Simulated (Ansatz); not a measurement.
Crystal: InSe.

```
CELL_PARAMETERS angstrom
2.00000 1.15470 8.44000
-2.00000 1.15470 8.44000
0.00000 -2.30940 8.44000
ATOMIC_POSITIONS crystal
In 0.88860 0.88860 0.88860
In 0.00000 0.00000 0.00000
Se 0.17190 0.17190 0.17190
Se 0.38350 0.38350 0.38350
```

| Quantity | Value |
| --- | --- |
| Program | Ansatz 0.2.0 |
| Task | relaxation of cell and atoms |
| Functional | RPBE |
| Potentials or basis | Ansatz PAW |
| Cutoff | 420 eV (not typed: the program's choice for these potentials) |
| k mesh | 8 × 8 × 8 |
| Occupations | fermi-dirac, width 0.05 eV |
| Spin | no spin polarisation |

At the start: volume 29.24 Å³/atom.

Task: Where does the relaxation end?

Result: It ends after 13 steps and the volume is 39.10 Å³/atom (+33.7 %); space group R3m (No. 160, to 0.05 Å).

Step by step:
```tsv
step	energy change (eV)	largest force (eV/Å)	volume (Å³)
1	0.0000	0.4013	116.95
2	-0.1937	0.2328	134.50
3	-0.2195	0.1695	138.64
4	-0.2367	0.1007	141.04
5	-0.2440	0.0347	145.09
6	-0.2451	0.0124	145.78
7	-0.2455	0.0037	144.97
8	-0.2543	0.0055	144.97
9	-0.2574	0.0071	147.50
10	-0.2601	0.0157	152.26
11	-0.2603	0.0089	155.12
12	-0.2602	0.0082	156.40
13	-0.2618	0.0082	156.40
```

Final structure:
```cif
data_structure
_symmetry_space_group_name_H-M 'P 1'
_symmetry_Int_Tables_number 1
_cell_length_a 10.7533
_cell_length_b 10.7533
_cell_length_c 10.7533
_cell_angle_alpha 22.255
_cell_angle_beta 22.255
_cell_angle_gamma 22.255
_cell_volume 156.40
loop_
_atom_site_label
_atom_site_type_symbol
_atom_site_fract_x
_atom_site_fract_y
_atom_site_fract_z
_atom_site_occupancy
In1 In 0.89882 0.89882 0.89882 1
In2 In 0.98984 0.98984 0.98984 1
Se1 Se 0.19198 0.19198 0.19198 1
Se2 Se 0.36336 0.36336 0.36336 1
```

Caveat: the volume moved by over 15 % at a fixed basis, so the end points are rough; the plane-wave basis is chosen anew once the cell has moved, so the energies of steps on either side of that aren't comparable; the PAW data sets come from PBE, with cores solved anew for the run's functional, which leaves a small shift of forces and pressure.
